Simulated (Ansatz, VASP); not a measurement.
One calculation of P, two programs

```xyz
2
Lattice="3.3008 0.0000 0.0000 -1.6504 2.8585 0.0000 0.0000 0.0000 3.2392" Properties=species:S:1:pos:R:3 pbc="T T T"
P     0.0000    1.9057    0.8098
P     1.6504    0.9528    2.4294
```

Alike in both runs: task single point; functional revPBE; k mesh 12 × 12 × 11; occupations fermi-dirac, width 0.1 eV; no spin polarisation.

```csv
,VASP,Ansatz
version,VASP 6.6.1,Ansatz 0.2.0
potentials or method,"VASP PAW PBE potentials, release 64 (P)","plane waves (420 eV) with PAW, scalar-relativistic"
plane-wave cutoff (eV),520,420
valence electrons in the cell,10,10
```

|  | VASP | Ansatz | Ansatz less VASP |
| --- | --- | --- | --- |
| pressure (GPa) | -0.2 | 0.3 | +0.47 |
| largest component of the traceless stress (GPa) | 0.24 | 0.16 | -0.086 |

Caveats: the PAW data sets were made with another functional, which shifts forces and pressure a little (VASP).
